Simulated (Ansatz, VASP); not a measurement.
**AlN (AlN (P6_3mc)): VASP beside Ansatz**

Aim: how closely do two programs agree when they are given the same cell, functional and k mesh? The cell is taken from a series of runs on this material, whose earlier steps may have relaxed, scaled, displaced or heated it; both programs get it as it stands.

Method: plane waves, with VASP 6.6.1 beside it; single point at LDA, in Ansatz 0.2.0.

### Step 1. The structure

The structure is hexagonal, space group P6_3mc (No. 186). The conventional cell has a = 3.089 Å, b = 3.089 Å, c = 4.943 Å, α = 90.00°, β = 90.00°, γ = 120.00°. Nearest to Al lie 4 N at 1.88 to 1.89 Å. Nearest to N lie 4 Al at 1.88 to 1.89 Å. Farther neighbours and most contacts between anions are not listed.

### Step 2. VASP: single point, LDA

A single point gives forces, pressure and levels at one fixed geometry, so differences don't come from the geometry; what else differs is listed under the comparison.

Lines of VASP's logs that name or quote its potential files are left out, and so is its time.

Contents of INCAR:

```
SYSTEM = AlN
PREC = Accurate
ENCUT = 520
EDIFF = 1E-06
NELM = 100
ISMEAR = 0
SIGMA = 0.01
LREAL = .FALSE.
ALGO = Normal
GGA = CA
NBANDS = 14
LORBIT = 11
LWAVE = .FALSE.
LCHARG = .FALSE.
KPAR = 2
ISIF = 2
```

Contents of POSCAR:

```
AlN
1.0
    3.0887711409      0.0000000000      0.0000000000
   -1.5443855704      2.6749542745      0.0000000000
    0.0000000000      0.0000000000      4.9432714517
Al N
2 2
Direct
    0.6666666667      0.3333333333      0.4970075495
    0.3333333333      0.6666666667      0.9970075495
    0.3333333333      0.6666666667      0.3789924505
    0.6666666667      0.3333333333      0.8789924505
```

Contents of KPOINTS:

```
Automatic mesh
0
Gamma
10 10 6
0 0 0
```

PAW data sets: Al and N (LDA family, release 64).

Command:

```sh
> mpirun -np 2 vasp_std
```

Numbers of over 12 decimals in the logs are rounded to 6 here.

Output:

```text
[banner, memory and clock lines left out]
running    2 mpi-ranks, on    1 nodes
 distrk:  each k-point on    1 cores,    2 groups
 distr:  one band on    1 cores,    1 groups

 POSCAR found type information on POSCAR AlN
 POSCAR found :  2 types and       4 ions
 LDA part: xc-table for (Slater(with rela. corr.)+CA(PZ))
 , standard interpolation
 POSCAR, INCAR and KPOINTS ok, starting setup
 FFT: planning ... GRIDC
 FFT: planning ... GRID_SOFT
 FFT: planning ... GRID
 WAVECAR not read
 entering main loop
       N       E                     dE             d eps       ncg     rms          rms(c)
DAV:   1     0.407539673022E+02    0.40754E+02   -0.74626E+03  1568   0.102E+03
DAV:   2    -0.345484169634E+02   -0.75302E+02   -0.68751E+02  2174   0.193E+02
DAV:   3    -0.379664840089E+02   -0.34181E+01   -0.34022E+01  2096   0.427E+01
DAV:   4    -0.379870522744E+02   -0.20568E-01   -0.20565E-01  1748   0.398E+00
DAV:   5    -0.379872563228E+02   -0.20405E-03   -0.20402E-03  2078   0.391E-01    0.124E+01
DAV:   6    -0.329480870493E+02    0.50392E+01   -0.14212E+01  1826   0.275E+01    0.445E+00
DAV:   7    -0.329009119675E+02    0.47175E-01   -0.68088E-01  1892   0.536E+00    0.282E+00
DAV:   8    -0.328456888059E+02    0.55223E-01   -0.82976E-02  1874   0.258E+00    0.389E-01
DAV:   9    -0.328409527143E+02    0.47361E-02   -0.11448E-02  2108   0.760E-01    0.216E-01
DAV:  10    -0.328411245549E+02   -0.17184E-03   -0.82849E-04  1742   0.198E-01    0.109E-01
DAV:  11    -0.328410695501E+02    0.55005E-04   -0.11730E-04  2048   0.861E-02    0.205E-02
DAV:  12    -0.328410691772E+02    0.37286E-06   -0.24711E-06  1770   0.117E-02
   1 F= -.32841069E+02 E0= -.32841069E+02  d E =-.531124E-72
```

OUTCAR, selected parts (step 2):

```text
ion  position               nearest neighbor table
   1  0.667  0.333  0.497-   3 1.88   3 1.88   3 1.88   4 1.89   2 3.05   2 3.05   2 3.05   2 3.05
                             2 3.05   2 3.05
   2  0.333  0.667  0.997-   4 1.88   4 1.88   4 1.88   3 1.89   1 3.05   1 3.05   1 3.05   1 3.05
                             1 3.05   1 3.05
   3  0.333  0.667  0.379-   1 1.88   1 1.88   1 1.88   2 1.89
   4  0.667  0.333  0.879-   2 1.88   2 1.88   2 1.88   1 1.89

  LATTYP: Found a hexagonal cell.
 ALAT       =     3.0887711409
 C/A-ratio  =     1.6004006856

 Subroutine GETGRP returns: Found 12 space group operations
 (whereof  6 operations were pure point group operations)

The static configuration has the point symmetry C_3v.
 The point group associated with its full space group is C_6v.

 Found     56 irreducible k-points:

   k-points           NKPTS =     56   k-points in BZ     NKDIM =     56   number of bands    NBANDS=     14

   dimension x,y,z NGX =    24 NGY =   24 NGZ =   40
   dimension x,y,z NGXF=    48 NGYF=   48 NGZF=   80

   ENCUT  =  520.0 eV  38.22 Ry    6.18 a.u.   5.74  5.74  9.19*2*pi/ulx,y,z

   NELECT =      16.0000    total number of electrons

 k-points in reciprocal lattice and weights: Automatic mesh
   0.00000000  0.00000000  0.00000000       0.002
   0.10000000  0.00000000  0.00000000       0.010
   0.20000000  0.00000000  0.00000000       0.010
   0.30000000  0.00000000  0.00000000       0.010
   0.40000000  0.00000000  0.00000000       0.010
   0.50000000  0.00000000  0.00000000       0.005
   0.10000000  0.10000000  0.00000000       0.010
   0.20000000  0.10000000  0.00000000       0.020
   0.30000000  0.10000000  0.00000000       0.020
[...]
0.40000000  0.20000000  0.50000000       0.010
   0.30000000  0.30000000  0.50000000       0.010

 average (electrostatic) potential at core
       1 -69.6472       2 -69.6472       3 -59.6582       4 -59.6582

 E-fermi :   6.2395

 k-point     1 :       0.0000    0.0000    0.0000
  band No.  band energies     occupation
    ...
      4       5.2248      2.00000
      5       5.2248      2.00000
      6       5.8864      2.00000
      7       5.8864      2.00000
      8       6.1150      2.00000
      9      10.5381      0.00000
     10      12.8442      0.00000
     11      16.7705      0.00000
     12      17.2111      0.00000
     13      17.2111      0.00000
    ...

 k-point     2 :       0.1000    0.0000    0.0000
  band No.  band energies     occupation
    ...
      4       4.6322      2.00000
      5       5.0557      2.00000
      6       5.3274      2.00000
      7       5.8669      2.00000
      8       6.0573      2.00000
      9      11.0924      0.00000
     10      13.3486      0.00000
     11      16.2090      0.00000
     12      16.4130      0.00000
     13      17.5840      0.00000
    ...

 k-point     3 :       0.2000    0.0000    0.0000
  band No.  band energies     occupation
    ...
      4       3.2973      2.00000
      5       4.2117      2.00000
      6       4.6903      2.00000
      7       5.7637      2.00000
      8       5.8477      2.00000
      9      12.0765      0.00000
     10      13.9548      0.00000
     11      14.7567      0.00000
     12      15.8718      0.00000
     13      18.0843      0.00000
    ...

  Total        0.1546342      0.1546342      0.1498621      0.0000000      0.0000000      0.0000000
  in kB        6.0659595      6.0659595      5.8787619      0.0000000      0.0000000      0.0000000
  external PRESSURE =       6.0035603 kB  Pullay stress =       0.0000000 kB

  energy-cutoff  :      520.00
  volume of cell :       40.84
      direct lattice vectors                 reciprocal lattice vectors
     3.088771141  0.000000000  0.000000000     0.323753349  0.186919083  0.000000000
    -1.544385570  2.674954275  0.000000000     0.000000000  0.373838166  0.000000000
     0.000000000  0.000000000  4.943271452     0.000000000  0.000000000  0.202295182

 POSITION                                       TOTAL-FORCE (eV/Angst)
 -----------------------------------------------------------------------------------
      1.54439      0.89165      2.45684        -0.000000      0.000000     -0.000422
     -0.00000      1.78330      4.92848         0.000000     -0.000000     -0.000422
     -0.00000      1.78330      1.87346         0.000000     -0.000000      0.000422
      1.54439      0.89165      4.34510        -0.000000      0.000000      0.000422
 -----------------------------------------------------------------------------------
    total drift:                               -0.000000      0.000000     -0.000920

  FREE ENERGIE OF THE ION-ELECTRON SYSTEM (eV)
  ---------------------------------------------------
  free  energy   TOTEN  =       -32.8410691772 eV

  energy  without entropy=      -32.8410691772  energy(sigma->0) =      -32.84106918

 total charge
# of ion       s       p       d       tot
------------------------------------------
    1        0.378   0.463   0.000   0.841
    2        0.378   0.463   0.000   0.841
    3        1.211   2.628   0.000   3.839
    4        1.211   2.628   0.000   3.839
--------------------------------------------------
tot          3.179   6.182   0.000   9.361

[... 3 further parts left out ...]
```

The run ends at a pressure of 0.60 GPa, with forces up to 4.2e-4 eV/Å.

### Step 3. Ansatz: single point, LDA

Ansatz runs on its default PAW (the set named soft_2) files.

The same cell, functional (in two slightly different forms) and mesh now go to Ansatz.

Contents of input.yaml:

```yaml
crystal:
  lattice:
    - [3.0887711409, 0.0, 0.0]
    - [-1.5443855704, 2.6749542745, 0.0]
    - [0.0, 0.0, 4.9432714517]
  atoms:
    - { symbol: Al, position: [0.6666666667, 0.3333333333, 0.4970075495] }
    - { symbol: Al, position: [0.3333333333, 0.6666666667, 0.9970075495] }
    - { symbol: "N", position: [0.3333333333, 0.6666666667, 0.3789924505] }
    - { symbol: "N", position: [0.6666666667, 0.3333333333, 0.8789924505] }
basis:
  ecutwfc: 420
  xc_grid: 2
hamiltonian:
  xc: lda
kpoints:
  mp_grid: { grid: [10, 10, 6] }
  band_path: { path: [VBM, CBM], npoints: 1 }
scf:
  occupations: { method: fixed }
  n_extra_bands: 6
  self_checks: high
checkpoint:
  write: "../edges.run"
  compress: false
  write_wavefunctions: true
  write_every: 100000
```

Command:

```sh
> ansatz run input.yaml --threads 4 --pin off --max-ram 14131MiB --backend cpu --events-out ev --progress --plain --runs-dir out
```

Output:

```text
scf.n_extra_bands = 6 over 8 filled bands (N_el = 16.0): the run solves 14 bands
Engine: ansatz 0.2.0, aarch64-unknown-linux-gnu
Pseudopotentials: kind: paw
Pseudopotential: Al, paw, valence charge 3, recommended cutoff 420 eV (normal), Al.paw.azcp
Pseudopotential: N, paw, valence charge 5, recommended cutoff 420 eV (normal), N.paw.azcp
Functional definition: SPW92
  exchange = slater_x
  correlation = pw_c
Crystal: 4 atoms, lattice volume = 40.843 Å³
Basis set: ecut = 420 eV, 785 PW (Γ), exchange–correlation on 48×48×72 points (8 copies of the dense FFT grid, shifted against one another)
Bands: 14, of which v1, the nominal top of the filled ones, is band 8 counted from 1 (7 counted from 0)
Symmetry: 12 space group operations
Space group: P63mc (ITA 186), of the structure as read, at distance tolerance 3.4e-5 Å
k-points: 56 of 600 (time reversal used)
Non-local potential: Al, projectors of the file, l = 0: 2, l = 1: 2, l = 2: 1
Non-local potential: N, projectors of the file, l = 0: 2, l = 1: 2, l = 2: 1
PAW form: soft (Blöchl's): semilocal exchange-correlation on the pseudo side does not see the compensation charge
PAW frozen core: Al, regenerated for the run's functional, and the local potential with it (the file was generated under x = pbe(κ = 0.804, μ = 0.219515), c = pbe(β = 0.066725))
PAW frozen core: N, regenerated for the run's functional, and the local potential with it (the file was generated under x = pbe(κ = 0.804, μ = 0.219515), c = pbe(β = 0.066725))
PAW one-centre angular grid: Al, 110 points (default); XC on 64 Gauss nodes
PAW one-centre angular grid: N, 110 points (default); XC on 64 Gauss nodes
Initial density: superposition of atomic densities (neutral atoms: chi_scale 0, normalization atom), corrected by the library's trained network
Initial wavefunctions: pseudopotential atomic-orbital guess
Functional: x = slater, c = lda
SCF iter   1: F=—  HF=-1779.727160 eV  |F-HF|=—  |Δ(HF+E_count)|=         —  Δρ=9.42e-3  dr2=4.12e-2  ethr=1.77e-3  ⟨swp⟩=4.7  Hψ=4029  notcnv=0  defer=202
preconditioner: auto → none  [insulator: Δε(μ)=4.339 eV  Ē_g=14.298 eV  n_scr=2 (ndim 8)  ℏωp=23.2 eV  f_vac=0.000  ε∞_Penn≈3.6]
SCF iter   2: F=—  HF=-1779.716316 eV  |F-HF|=—  |Δ(HF+E_count)|=   1.08e-2  Δρ=5.00e-3  dr2=5.66e-3  ethr=2.58e-4  ⟨swp⟩=2.6  Hψ=1698  notcnv=0  defer=224
SCF iter   3: F=—  HF=-1779.714456 eV  |F-HF|=—  |Δ(HF+E_count)|=   1.86e-3  Δρ=1.50e-3  dr2=3.89e-4  ethr=3.54e-5  ⟨swp⟩=2.1  Hψ=1139  notcnv=0  defer=221
SCF iter   4: F=—  HF=-1779.714268 eV  |F-HF|=—  |Δ(HF+E_count)|=   1.88e-4  Δρ=1.23e-4  dr2=2.39e-6  ethr=2.43e-6  ⟨swp⟩=2.6  Hψ=1153  notcnv=0  defer=221
SCF iter   5: F=—  HF=-1779.714267 eV  |F-HF|=—  |Δ(HF+E_count)|=   7.51e-7  Δρ=6.64e-6  dr2=6.38e-9  ethr=1.50e-8  ⟨swp⟩=2.2  Hψ=1135  notcnv=0  defer=100
SCF iter   6: F=-1779.714267 eV  HF=-1779.714267 eV  |F-HF|=2.73e-12  |Δ(HF+E_count)|=   1.48e-9  Δρ=5.22e-7  dr2=4.99e-11  ethr=3.99e-11  ⟨swp⟩=5.9  Hψ=4447  notcnv=0
SCF 1 converged in 6 iterations: F = -1779.714267 eV  dr2 = 4.99e-11
  greatest PAW one-centre occupation: 0.782 electrons in one spin orbital (limit 2), on the N atom at site 3 (counted from 0), in its partial waves of l = 0
NSCF: frozen V_eff on 28 k-points
NSCF: frozen V_eff on 28 k-points
[...]
SCF converged after 6 iterations
Free energy (F): -1779.714267 eV
Harris-Foulkes:  -1779.714267 eV  (|F-HF|=2.73e-12)
Internal energy: -1779.714267 eV  (E = F + TS)
E sigma→0 (E₀):  -1779.714267 eV
Fermi energy:    7.101907 eV
--- Per-component energies (eV) ---
  E_band       = 29.472065
  E_kinetic    = 319.537616
  E_local      = -445.261105  (includes V_loc(G=0)·N_el)
  E_nonlocal   = 115.278037
  E_hartree    = 152.625634
  E_xc         = -201.677574
  E_vxc        = -215.783249  (∫ρ·V_xc dr)
  E_paw        = -1124.219362  (= ΣΔE_a)
  E_vpaw       = -49.550753  (= ΣTr[D̂ρ^β])
  E_aug_tail   = 0.000182  (compensation charges beyond the density's cutoff)
  E_ewald      = -596.269217
  E_core_change = 0.271521  (= ΣΔE_core)
  E_smearing   = -0.000000  (= −TS)
  E_closure    = 0.000000  (closes the sum)
  Σ components = -1779.714267   (vs F -1779.714267, Δ=0.00e0)
--- Band table (eV; the first three rows and the last of 56) ---
  k-point 0: bands = [... 4 lower, 6.2152, 6.8737, 6.8737, 7.1019, 11.5183, 13.8381, 17.7583, 18.2126, ... 2 higher]
  k-point 1: bands = [... 4 lower, 6.2568, 6.5044, 6.8269, 6.8269, 11.9953, 13.9124, 17.5790, 18.1806, ... 2 higher]
  k-point 2: bands = [... 4 lower, 6.3718, 6.3718, 6.7012, 6.7012, 12.9247, 13.9977, 17.2848, 18.2325, ... 2 higher]
  k-point 55: bands = [... 4 lower, 3.3403, 3.3403, 6.2663, 6.2663, 14.1388, 14.1388, 15.3277, 15.3277, ... 2 higher]
```

### Step 4. Differences

Known differences besides the potentials themselves: the two LDA forms differ slightly; fixed occupations in Ansatz, narrow Gaussian smearing in VASP; the cutoff is 420 eV in Ansatz and 520 eV in VASP; VASP's log shows a relativistic correction to its local exchange, Ansatz's none. Total energies have different zeros and are not compared.

Compared:

```
              quantity  Ansatz   VASP  difference
gap on the k mesh (eV)   4.416  4.423      -0.007
```

A gap on the mesh is an upper bound, since the band edges may lie between its points.

### Step 5. Summary of results

```yaml
difference_in_gap_on_the_k_mesh_single_point_lda: -0.0067 eV
```

The difference in gap on the k mesh is -0.0067 eV (single point, LDA), within the 0.08 eV picked in this series as the mark of a large difference. How closely two codes agree says nothing of how well the functional describes the real material.

[Lines on the potential files, build, host, timing and source positions are cut from VASP's logs without a mark.]

[Logs are printed without paths, hosts, clocks, repeated set-up lines and the standing remarks that a program may print on its own settings, such as how far it seeks lower states.]

[Hosts, paths, dates, database ids (printed as entryN), source tags and the programs' standing remarks are cut or masked in the printed files.]
